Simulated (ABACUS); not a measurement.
# PbS (Cmcm) in ABACUS: equation of state, part 2 of 2

ABACUS 3.10.1.

## Step 5: Equation of state, PBEsol, 26.66 Å³/atom

Input file INPUT:

```
INPUT_PARAMETERS
suffix              PbS
calculation         scf
basis_type          pw
pseudo_dir          ./
symmetry            1
dft_functional      pbesol
ecutwfc             63
pseudo_rcut         7
nspin               1
nbands              24
ks_solver           dav
smearing_method     fd
smearing_sigma      0.00367493
scf_thr             1e-08
scf_nmax            100
mixing_type         broyden
mixing_beta         0.7
cal_force           1
cal_stress          1
kpar                4
```

Input file STRU:

```
ATOMIC_SPECIES
Pb 207.2000 Pb.upf
S 32.0600 S.upf

LATTICE_CONSTANT
1.8897261246

LATTICE_VECTORS
2.0799526950 -5.9912968650 0.0000000000
2.0799526950 5.9912968650 0.0000000000
0.0000000000 0.0000000000 4.2793209400

ATOMIC_POSITIONS
Direct

Pb
0.0
2
0.1305633500 0.8694366500 0.2500000000 1 1 1
0.8694366500 0.1305633500 0.7500000000 1 1 1

S
0.0
2
0.3547970900 0.6452029100 0.2500000000 1 1 1
0.6452029100 0.3547970900 0.7500000000 1 1 1
```

Input file KPT:

```
K_POINTS
0
Gamma
7 7 6 0 0 0
```

Potentials or basis: PseudoDojo NC SR 0.4.1 PBEsol standard, plane waves.

Run with:

```bash
$ OMP_NUM_THREADS=1 mpirun -np 4 abacus > log
```

running log:

```text
ABACUS v3.10.1

               Atomic-orbital Based Ab-initio Computation at UStc

 ------------------------------------------------------------------------------------

 READING GENERAL INFORMATION
                           global_out_dir = OUT.PbS/
                           global_in_card = INPUT
                               pseudo_dir = ./
                              orbital_dir =
                                    DSIZE = 4
                                    GSIZE = 1

 READING UNITCELL INFORMATION
                                    ntype = 2
                  lattice constant (Bohr) = 1.88973
              lattice constant (Angstrom) = 1

 READING ATOM TYPE 1
                               atom label = Pb
                      L=0, number of zeta = 1
                      L=1, number of zeta = 1
                      L=2, number of zeta = 1
             number of atom for this type = 2

 READING ATOM TYPE 2
                               atom label = S
                      L=0, number of zeta = 1
                      L=1, number of zeta = 1
                      L=2, number of zeta = 1
             number of atom for this type = 2

                        TOTAL ATOM NUMBER = 4
DIRECT COORDINATES
    atom                   x                   y                   z     mag                  vx                  vy                  vz
taud_Pb1            0.1305633500        0.8694366500        0.2500000000  0.0000        0.0000000000        0.0000000000        0.0000000000
taud_Pb2            0.8694366500        0.1305633500        0.7500000000  0.0000        0.0000000000        0.0000000000        0.0000000000
taud_S1            0.3547970900        0.6452029100        0.2500000000  0.0000        0.0000000000        0.0000000000        0.0000000000
taud_S2            0.6452029100        0.3547970900        0.7500000000  0.0000        0.0000000000        0.0000000000        0.0000000000

                          Volume (Bohr^3) = 719.74
                             Volume (A^3) = 106.654

 Lattice vectors: (Cartesian coordinate: in unit of a_0)
             +2.07995             -5.9913                  +0
             +2.07995             +5.9913                  +0
                   +0                  +0            +4.27932
[... 246 lines left out ...]

 Notice: Threshold on eigenvalues was too large.
 hsover_error=0.4 > DRHO=0.252849
 Origin diag ethr = 0.01
 New diag ethr = 0.000632123

 Density error is 0.255229080527
                          Error Threshold = 0.000632122945965
----------------------------------------------------------
     Energy           Rydberg                 eV
----------------------------------------------------------
 E_KohnSham     -325.2055946786      -4424.6491091070
 E_Harris       -326.9556054494      -4448.4592271519
 E_Fermi        0.5800415504         7.8918701621
----------------------------------------------------------
[... 63 lines left out ...]
 Density error is 8.62611113744e-09
                          Error Threshold = 5.70518098216e-10
----------------------------------------------------------
     Energy           Rydberg                 eV
----------------------------------------------------------
 E_KohnSham     -325.2902662030      -4425.8011242978
 E_KS(sigma->0) -325.2902661875      -4425.8011240872
 E_Harris       -325.2896147758      -4425.7922611758
 E_band         -8.6578079174        -117.7955198655
 E_one_elec     -77.7908116790       -1058.3982908787
 E_Hartree      63.2493103878        860.5510158441
 E_xc           -91.7782506126       -1248.7071608032
 E_Ewald        -218.9705142683      -2979.2466880388
 E_entropy(-TS) -0.0000000310        -0.0000004211
 E_descf        0.0000000000         0.0000000000
 E_exx          0.0000000000         0.0000000000
 E_Fermi        0.5999987772         8.1634021623
----------------------------------------------------------

 charge density convergence is achieved
 final etot is -4425.8011243 eV
 EFERMI = 8.1634021623 eV

 STATE ENERGY(eV) AND OCCUPATIONS    NSPIN == 1
 1/16 kpoint (Cartesian) = 0.0000 0.0000 0.0000 (6073 pws)
       1       -8.71355     0.00680272
       2       -8.60226     0.00680272
       3       -8.59576     0.00680272
       4       -8.58225     0.00680272
       5       -8.55473     0.00680272
       6       -8.54036     0.00680272
[... 146 lines left out ...]
      23        10.0722    7.16200e-19
      24        10.7196    1.70515e-24

[... levels at 10 further k points ...]

------------------------------------------------------------------------------------------
 TOTAL-FORCE (eV/Angstrom)
------------------------------------------------------------------------------------------
                       Pb1         0.0000000000        -0.0014799609         0.0000000000
                       Pb2         0.0000000000         0.0014799609         0.0000000000
                        S1         0.0000000000        -0.0539046112         0.0000000000
                        S2         0.0000000000         0.0539046112         0.0000000000
------------------------------------------------------------------------------------------

----------------------------------------------------------------
 TOTAL-STRESS (KBAR)
----------------------------------------------------------------
       -19.1936497006         0.0000000000         0.0000000000
         0.0000000000       -12.4183004061         0.0000000000
         0.0000000000        -0.0000000000       -20.7117699409
----------------------------------------------------------------
 TOTAL-PRESSURE: -17.441240 KBAR

 --------------------------------------------
 !FINAL_ETOT_IS -4425.8011242977800066 eV
 --------------------------------------------
```

stdout:

```text
ABACUS 1,Total thread number: 4,Local thread limit: 256
v3.10.1

               Atomic-orbital Based Ab-initio Computation at UStc

[... 35 lines left out ...]
 TOTAL-STRESS (KBAR)
----------------------------------------------------------------
       -19.1936497006         0.0000000000         0.0000000000
         0.0000000000       -12.4183004061         0.0000000000
         0.0000000000        -0.0000000000       -20.7117699409
----------------------------------------------------------------
 TOTAL-PRESSURE: -17.441240 KBAR
```

It took 30 s on 4 MPI ranks of AMD EPYC 7R43 (Zen 3), shared host; peak memory 0.64 GiB.

Results:

```yaml
Free_energy: -4425.8011 eV
Pressure: -1.7 GPa
Largest_force: 0.054 eV/Å
Band_gap_on_the_k_mesh: 1.15 eV, indirect (least direct gap 1.33 eV)
```

Caveat: spin-orbit coupling is left out, which as a rule narrows the gap of such compounds by several tenths of an eV; an odd mesh through Γ misses points on the zone boundary, where band edges often lie.

## Step 6: Equation of state, PBEsol, 27.20 Å³/atom (volume scaled by 1.02)

INPUT is that of step 5.

Edit STRU of step 5 so:

```diff
@@ -8,5 +8,5 @@
 LATTICE_VECTORS
-2.0799526950 -5.9912968650 0.0000000000
-2.0799526950 5.9912968650 0.0000000000
-0.0000000000 0.0000000000 4.2793209400
+2.0937276176 -6.0309754840 0.0000000000
+2.0937276176 6.0309754840 0.0000000000
+0.0000000000 0.0000000000 4.3076616397
```

KPT is that of step 5.

Potentials or basis: PseudoDojo NC SR 0.4.1 PBEsol standard, plane waves.

Run with:

```bash
$ OMP_NUM_THREADS=1 mpirun -np 4 abacus > log
```

Run time: 33 s. Hardware: 4 MPI ranks of AMD EPYC 7R43 (Zen 3), shared host; peak memory 0.68 GiB.

It converged, with:

```yaml
Free_energy: -4425.7715 eV
Pressure: -2.7 GPa
Largest_force: 0.124 eV/Å
Band_gap_on_the_k_mesh: 1.19 eV, indirect (least direct gap 1.33 eV)
```

Caveat: spin-orbit coupling is left out, which as a rule narrows the gap of such compounds by several tenths of an eV; an odd mesh through Γ misses points on the zone boundary, where band edges often lie.

## Step 7: Equation of state, PBEsol, 27.73 Å³/atom (volume scaled by 1.04)

INPUT is that of step 6.

Edit STRU of step 6 so:

```diff
@@ -8,5 +8,5 @@
 LATTICE_VECTORS
-2.0937276176 -6.0309754840 0.0000000000
-2.0937276176 6.0309754840 0.0000000000
-0.0000000000 0.0000000000 4.3076616397
+2.1073236324 -6.0701387599 0.0000000000
+2.1073236324 6.0701387599 0.0000000000
+0.0000000000 0.0000000000 4.3356342523
```

KPT is that of step 6.

Run with:

```bash
$ OMP_NUM_THREADS=1 mpirun -np 4 abacus > log
```

Wall time 34 s (4 MPI ranks of AMD EPYC 7R43 (Zen 3), shared host); peak memory 0.68 GiB.

Results (log left out):

* Free energy: -4425.7298 eV
* Pressure: -3.5 GPa
* Largest force: 0.235 eV/Å
* Band gap on the k mesh: 1.22 eV, indirect (least direct gap 1.32 eV)

Caveat: spin-orbit coupling is left out, which as a rule narrows the gap of such compounds by several tenths of an eV; an odd mesh through Γ misses points on the zone boundary, where band edges often lie.

## Step 8: Equation of state, PBEsol, 28.26 Å³/atom (volume scaled by 1.06)

INPUT is that of step 7.

Edit STRU of step 7 so:

```diff
@@ -8,5 +8,5 @@
 LATTICE_VECTORS
-2.1073236324 -6.0701387599 0.0000000000
-2.1073236324 6.0701387599 0.0000000000
-0.0000000000 0.0000000000 4.3356342523
+2.1207464379 -6.1088031065 0.0000000000
+2.1207464379 6.1088031065 0.0000000000
+0.0000000000 0.0000000000 4.3632505017
```

KPT is that of step 7.

Run with:

```bash
$ OMP_NUM_THREADS=1 mpirun -np 4 abacus > log
```

It took 34 s on 4 MPI ranks of AMD EPYC 7R43 (Zen 3), shared host; peak memory 0.68 GiB.

The run converged. Its results:

* Free energy: -4425.6775 eV
* Pressure: -4.3 GPa
* Largest force: 0.339 eV/Å
* Band gap on the k mesh: 1.24 eV, indirect (least direct gap 1.32 eV)

Caveat: spin-orbit coupling is left out, which as a rule narrows the gap of such compounds by several tenths of an eV; an odd mesh through Γ misses points on the zone boundary, where band edges often lie.

## Step 9: Equation of state, PBEsol

Potentials or basis: PseudoDojo NC SR 0.4.1 PBEsol standard, plane waves.

This step only gathers the single runs of the series.

What came out:

| Item | Value |
| --- | --- |
| Equilibrium volume | 25.82 Å³/atom |
| Bulk modulus at fixed shape and positions | 58 GPa |
| Pressure derivative of the bulk modulus | 4.4 |

Energy against volume, from the lowest point:
```csv
volume (Å³/atom),energy (meV/atom)
25.064,3.85
25.597,0.00
26.130,0.33
26.664,4.40
27.197,11.82
27.730,22.23
28.263,35.31
```

Caveat: the cell was scaled at fixed shape and fractional positions, which overstates the stiffness of a crystal with free parameters, most of all of layers and chains. The run has no spin-orbit coupling, so splittings on Pb are missing.
